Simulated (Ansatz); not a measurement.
# Where F_O puts its levels in the gap of BaHfO3 (Pm-3m)

Wanted: the transition levels of a substitutional impurity in BaHfO3 (Pm-3m), from a cell of 60 host atoms with 1 O taken out and 1 F put in.

Calculated with Ansatz 0.2.0; place-levels on PBEsol runs: charge-transition levels and formation energies with image-charge correction and potential alignment at the atomic sites.

## (1) Starting point

The cell holds 60 atoms: 12 Ba, 12 Hf, 35 O and 1 F. Its edges and angles: a = 9.297 Å, b = 11.759 Å, c = 8.315 Å, α = 90.0°, β = 90.0°, γ = 108.4°. It derives from BaHfO3 (space group Pm-3m). Nearest the centre at fractional (0.500, 0.500, 0.250): F41 at 0.00 Å, Hf6 at 2.08 Å, Hf35 at 2.08 Å, O45 at 2.94 Å, O13 at 2.94 Å, O14 at 2.94 Å, Ba17 at 2.94 Å, O44 at 2.94 Å.

Structure file:

```xyz
60
Lattice="8.3152 4.1576 0.0000 -8.3152 8.3152 0.0000 0.0000 0.0000 8.3152" Properties=species:S:1:pos:R:3 pbc="T T T"
Ba    0.0000    0.0000    0.0000
Ba    0.0000    4.1576    0.0000
Ba    4.1576    4.1576    0.0000
Hf   -2.0788    2.0788    2.0788
Hf    2.0788    2.0788    2.0788
Hf    2.0788    6.2364    2.0788
O    -2.0788    2.0788    0.0000
O     2.0788    2.0788    0.0000
O     2.0788    6.2364    0.0000
O     0.0000    2.0788    2.0788
O     4.1576    2.0788    2.0788
O     4.1576    6.2364    2.0788
O    -2.0788    4.1576    2.0788
O     2.0788    4.1576    2.0788
O     6.2364    4.1576    2.0788
Ba    0.0000    0.0000    4.1576
Ba    0.0000    4.1576    4.1576
Ba    4.1576    4.1576    4.1576
Hf   -2.0788    2.0788    6.2364
Hf    2.0788    2.0788    6.2364
Hf    2.0788    6.2364    6.2364
O    -2.0788    2.0788    4.1576
O     2.0788    2.0788    4.1576
O     2.0788    6.2364    4.1576
O     0.0000    2.0788    6.2364
O     4.1576    2.0788    6.2364
O     4.1576    6.2364    6.2364
O    -2.0788    4.1576    6.2364
O     2.0788    4.1576    6.2364
O     6.2364    4.1576    6.2364
Ba   -4.1576    4.1576    0.0000
Ba   -4.1576    8.3152    0.0000
Ba    0.0000    8.3152    0.0000
Hf   -6.2364    6.2364    2.0788
Hf   -2.0788    6.2364    2.0788
Hf   -2.0788   10.3940    2.0788
O    -6.2364    6.2364    0.0000
O    -2.0788    6.2364    0.0000
O    -2.0788   10.3940    0.0000
O    -4.1576    6.2364    2.0788
F     0.0000    6.2364    2.0788
O     0.0000   10.3940    2.0788
O    -6.2364    8.3152    2.0788
O    -2.0788    8.3152    2.0788
O     2.0788    8.3152    2.0788
Ba   -4.1576    4.1576    4.1576
Ba   -4.1576    8.3152    4.1576
Ba    0.0000    8.3152    4.1576
Hf   -6.2364    6.2364    6.2364
Hf   -2.0788    6.2364    6.2364
Hf   -2.0788   10.3940    6.2364
O    -6.2364    6.2364    4.1576
O    -2.0788    6.2364    4.1576
O    -2.0788   10.3940    4.1576
O    -4.1576    6.2364    6.2364
O     0.0000    6.2364    6.2364
O     0.0000   10.3940    6.2364
O    -6.2364    8.3152    6.2364
O    -2.0788    8.3152    6.2364
O     2.0788    8.3152    6.2364
```

Screening for the image-charge correction: ε∞ = 4.76, ε0 = 48.60, computed on the host (DFPT, PBEsol).

The cell's shortest repeat is 8.3 Å.

## (2) The runs of each charge state

Levels follow from differences of total energies between charge states, each relaxed by itself.

Random displacements of about 0.05 Å break the site symmetry at the start, so that the relaxation can reach a distorted minimum if there is one. Forces are taken at one point at (¼, ¼, ¼). The cell holds 1 electron fewer than the neutral one, with a uniform background that keeps it neutral on the whole.

One state's input; the others differ in charge, spin, start and seed, and in occupations where the table says so.

Input file qp1.relax/input.yaml:

```yaml
crystal:
  lattice:
    - [8.3151874, 4.1575937, 0.0]
    - [-4.1575937, 4.1575937, 0.0]
    - [0.0, 0.0, 4.1575937]
  atoms:
    - { symbol: Ba, position: [0.0, 0.0, 0.0] }
    - { symbol: Ba, position: [0.33333333, 0.66666667, 0.0] }
    - { symbol: Ba, position: [0.66666667, 0.33333333, 0.0] }
    - { symbol: Hf, position: [0.0, 0.5, 0.5] }
    - { symbol: Hf, position: [0.33333333, 0.16666667, 0.5] }
    - { symbol: Hf, position: [0.66666667, 0.83333333, 0.5] }
    - { symbol: O, position: [0.0, 0.5, 0.0] }
    - { symbol: O, position: [0.33333333, 0.16666667, 0.0] }
    - { symbol: O, position: [0.66666667, 0.83333333, 0.0] }
    - { symbol: O, position: [0.16666667, 0.33333333, 0.5] }
    - { symbol: O, position: [0.5, 0.0, 0.5] }
    - { symbol: O, position: [0.83333333, 0.66666667, 0.5] }
    - { symbol: O, position: [0.16666667, 0.83333333, 0.5] }
    - { symbol: O, position: [0.5, 0.5, 0.5] }
    - { symbol: O, position: [0.83333333, 0.16666667, 0.5] }
  supercell: [1, 2, 2]
  defects: [{ substitution: { at: 40, symbol: F } }]
total_charge: 1
basis:
  ecutwfc: 420
  xc_grid: 2
hamiltonian:
  xc: pbesol
kpoints:
  mp_grid: { grid: [1, 1, 1], shift: [0.25, 0.25, 0.25] }
scf:
  occupations: { method: fixed }
  max_iter: 100
output:
  forces: true
  charged_corrections: { epsilon: 4.76, static_epsilon: 48.6 }
relax:
  f_tol: 0.02
  max_steps: 80
  random_displacement: { amplitude: 0.05, seed: 2646 }
checkpoint:
  write: "../qp1.relax.run"
  compress: false
  write_wavefunctions: true
  write_every: 100000
```

On the command line:

```console
ansatz run input.yaml --threads 4 --pin off --max-ram 6594MiB --backend cpu --events-out ev --progress --plain --runs-dir out
```

The relaxed structure is kept and the sampling changed to a 2×2×2 shifted mesh.

The run of this state that the levels use, under PBEsol:

Input file qp1.point/input.yaml:

```yaml
crystal:
  checkpoint: "../qp1.relax.run"
  host: checkpoint
total_charge: 1
basis:
  ecutwfc: 420
  xc_grid: 2
hamiltonian:
  xc: pbesol
kpoints:
  mp_grid: { grid: [2, 2, 2], shift: [0.5, 0.5, 0.5] }
scf:
  occupations: { method: fermi_dirac, width: 0.01 }
  max_iter: 100
output:
  forces: true
  eigenvalues: true
  charged_corrections:
    epsilon: 4.76
    static_epsilon: 48.6
    defect_position: [0.5, 0.5, 0.25]
  eigenstates: { localisation: true }
  populations: true
  band_densities: [{ bands: [v1, v1] }, { bands: [c1, c1] }]
  write_density: true
  write_potential: true
  volumetric_format: npy
checkpoint:
  read: "../qp1.relax.run"
  write: "../qp1.point.run"
  compress: false
  write_wavefunctions: false
  write_every: 100000
```

Relaxations under PBEsol at one point at (¼, ¼, ¼); times on 4 threads of Arm Neoverse V2, shared host:

```
charge  moment (μB)  occupations    outcome  steps  largest displacement against the far atoms (Å)     time
     0            1        fixed  converged      5                                            0.13    3 min
    +1            0        fixed  converged      6                                            0.13  1.7 min
```

Single points under PBEsol at a 2×2×2 shifted mesh; times on 4 threads of Arm Neoverse V2, shared host:

```csv
charge,moment (μB),occupations,outcome,time
0,1,fermi-dirac,converged,5.4 min
+1,0,fermi-dirac,converged,2.1 min
```

Distances (Å) from F41 to the nearest atoms after relaxation with PBEsol:

```
charge  moment (μB)       1.       2.      3.      4.      5.      6.
     0            1  Hf 2.20  Hf 2.21  O 2.87  O 2.88  O 2.90  O 2.90
    +1            0  Hf 2.21  Hf 2.21  O 2.88  O 2.88  O 2.89  O 2.89
```

## (3) place-levels, PBEsol

A charged cell interacts with its images and the background, and its potential has another zero than the host's. place-levels removes the first by a point-charge model, screened by the static dielectric constant since the ions have relaxed around the charge, and the second by comparing potentials at atoms far from the defect.

The host is a run of the defect-free crystal in the same cutoffs, grids and k-points, so that basis and sampling errors cancel in part in the differences. The host is run in a cell of 15 atoms on a matching mesh. Its band edges are searched through the zone by a band path, so the gap is smaller than, or equal to, that on the mesh. Chemical potentials are energies per atom of O (O2 molecule) and F (F2 molecule), run with the same functional and cutoff.

Input file levels.point.yaml:

```yaml
host:
  run: host.point.run
states: [q0_M1.point.run, qp1.point.run]
geometry_from:
  q0_M1.point.run: q0_M1.relax.run
  qp1.point.run: qp1.relax.run
chemical_potentials:
  O:
    energy: -558.282649
    dataset: "<sha256 of the dataset>"
  F:
    energy: -797.642924
    dataset: <sha256 of the dataset>
```

On the command line:

```console
ansatz place-levels levels.point.yaml -- --threads 4 --pin off --max-ram 6594MiB
```

Numbers of over 12 decimals in the logs are rounded to 6 here.

The log of the run:

```text
(+1/0) 3.585 eV above the valence edge (+3.990 eV without the band-filling correction), 0.000 eV under the conduction edge
formation energy of charge +1: -2.714 eV with the Fermi level at the valence edge
formation energy of charge 0: +0.870 eV with the Fermi level at the valence edge
  edges by pbesol, gap 3.585 eV; the host is sampled to repeats of 24.95 Å
  the defect's cells are sampled to repeats of 24.95 Å, like sampling
  charge +1: -278085.1136 eV with its correction of +0.046 eV, at epsilon 48.6, aligned at sites: +0.0024 eV, mean over 45 atomic sites at or beyond 4.16 Å from the defect at [0.5000, 0.5000, 0.2500], with +0.012438 for the charge's moments and without [...]
  charge 0: +0.000 eV for its dipole among its images, +0.000 omitted
  states[0] (q0_M1.point.run): levels filled in part (TS 0.003 eV): its energy is of no whole electron's
  of states[1] (qp1.point.run): how wide its charge is, is not read beside other atoms or cores, and a band state would take no correction. [...]
  of states[0] (q0_M1.point.run): a band-filling correction moves a carrier to the host's band edge, which changes its energy by -0.406 eV; its displacements don't fall off away from the defect: farther atoms stand 0.013 Å off the host's places. [...]
```

The job ended after 0.13 s (4 threads of Arm Neoverse V2, shared host).

Levels between the charges placed, in eV above the valence top:

```csv
,gap (eV),(+1/0)
PBEsol,3.58,3.58
```

Corrections by state:

| charge | moment (μB) | image terms and alignment (eV) | band filling (eV) | ε used | over the lowest of its charge, as the program ranks them, band filling apart (eV) |
| --- | --- | --- | --- | --- | --- |
| +1 | 0.0 | 0.046 | - | 48.60 | 0.000 |
| 0 | 1.0 | 0.000 | -0.406 | - | 0.000 |

From the program's caveats on the states, each cut to its opening words:

- charge +1: how wide its charge is, is not read beside other atoms or cores, and a band state would take no correction
- charge +1: its displacements don't fall off away from the defect: farther atoms stand 0.012 Å off the host's places
- charge 0 (1 μB): a band-filling correction moves a carrier to the host's band edge, which changes its energy by -0.406 eV
- charge 0 (1 μB): its displacements don't fall off away from the defect: farther atoms stand 0.013 Å off the host's places

Chemical potentials of the elements' reference phases, run alike. Formation energies (elemental references), with the Fermi level at the valence top and at the conduction bottom (gap 3.58 eV):

| charge | at valence top (eV) | at conduction bottom (eV) | correction included (eV) |
| --- | --- | --- | --- |
| +1 | -2.71 | 0.87 | 0.05 |
| 0 | 0.87 | 0.87 | -0.41 |

(Fermi level (eV), lowest formation energy (eV)): (0.00, -2.71), (0.33, -2.39), (0.65, -2.06), (0.98, -1.74), (1.30, -1.41), (1.63, -1.09), (1.96, -0.76), (2.28, -0.43), (2.61, -0.11), (2.93, 0.22), (3.26, 0.54), (3.58, 0.87)

The lowest state changes at 3.58 eV (+1/0) above the valence top. The formation energy turns negative for some Fermi levels (elemental references), which would push the Fermi level away from there.

## (4) The same at the relaxations' own k-points

The relaxations' own energies give the levels at their sampling, for comparison.

levels.relax_mesh.yaml is levels.point.yaml with these lines changed:

```diff
-  run: host.point.run
-states: [q0_M1.point.run, qp1.point.run]
-geometry_from:
-  q0_M1.point.run: q0_M1.relax.run
-  qp1.point.run: qp1.relax.run
+  run: host.relax.run
+states: [q0_M1.relax.run, qp1.relax.run]
```

On the command line:

```console
ansatz place-levels levels.relax_mesh.yaml -- --threads 4 --pin off --max-ram 6594MiB
```

The log of the run:

```text
[...]
formation energy of charge +1: -2.703 eV with the Fermi level at the valence edge
formation energy of charge 0: +0.887 eV with the Fermi level at the valence edge
  edges by pbesol, gap 3.588 eV; the host is sampled to repeats of 12.47 Å
[... the lines on each state left out ...]
```

Levels between neighbouring charges, in eV above the valence top:

```csv
,gap (eV),(+1/0)
"one point at (¼, ¼, ¼)",3.59,3.59
a 2×2×2 shifted mesh,3.58,3.58
```

Going from one point at (¼, ¼, ¼) to a 2×2×2 shifted mesh moves formation energies against the elements by up to 0.02 eV; band-filling terms, which differ between samplings, are in these energies.

## (5) A changed set-up

In this try the input is made faulty on purpose, to show what that does.

Another version of the file is tried.

levels.try0.yaml is levels.point.yaml with these lines changed:

```diff
-  run: host.point.run
+  run: q0_M1.point.run
```

On the command line:

```console
ansatz place-levels levels.try0.yaml -- --threads 4 --pin off --max-ram 6594MiB
```

The log of the run:

```text
Error: host (q0_M1.point.run): the run gave no band edges, against which a level of a defect is told, its loop converged no empty level, or its smearing fills levels in part, or, by the occupations that it states, others than those under its Fermi level: run [...]
```

The change: a defect cell named as host.

No levels were formed: the file was rejected.

## (6) Summary of results

```json
{
 "gap of the host": "3.58 eV (PBEsol)",
 "level (plus 1/0)": "3.58 eV above the valence top, at the conduction bottom (3.99 eV above the valence top without the band-filling term)",
 "lowest of the charges placed, just above the valence top (0.02 eV)": "+1",
 "lowest of the charges placed, just below the conduction bottom (0.02 eV)": "+1",
 "lowest formation energy at mid-gap of the charges run, elemental references": "-0.92 eV"
}
```

Of the charges placed (0 and +1), +1 is the lowest from 0.02 eV above the valence top to 0.02 eV below the conduction bottom, a gap of 3.58 eV. Charges above +1 and below 0 were not placed, so these runs say nothing of levels that involve them. States placed: +1 at 0 μB; 0 at 1 μB. Other spin states or structures, where not listed, weren't placed. The program finds carriers beyond a band edge of the host and adds a band-filling term at charge 0 (-0.41 eV); steps to such a charge show no bound level, and a defect level inside a band would be read the same way. F is taken at its element; compounds, which aren't counted here, bound the chemical potentials and would shift these formation energies. Going from one point at (¼, ¼, ¼) to a 2×2×2 shifted mesh moves formation energies against the elements by up to 0.02 eV; band-filling terms, which differ between samplings, are in these energies. Limits: the images are only 8.3 Å apart; the static dielectric constant is over ten times the electronic one, which points to a soft mode and may be far too large; PBEsol makes the gap too small and tends to spread out bound carriers; where a gas molecule sets a chemical potential or the host's formation energy, its binding is uncorrected; spin–orbit coupling, which can matter with heavy atoms, is left out.

[Logs are printed without paths, hosts, clocks, repeated set-up lines and the standing remarks that a program may print on its own settings, such as how far it seeks lower states.]

[Hosts, paths, dates, database ids (printed as entryN), source tags and the programs' standing remarks are cut or masked in the printed files.]

[Where a table of states has a column of steps, it counts the stored structures, which are thinned; the runs took as many ionic steps or more.]

[A defect's name tells the site on which it was built; relaxed atoms can leave that site.]

[For some hosts the program warned that the k-mesh of the response run may be too coarse for force constants and the static dielectric constant; such warnings are not shown here.]
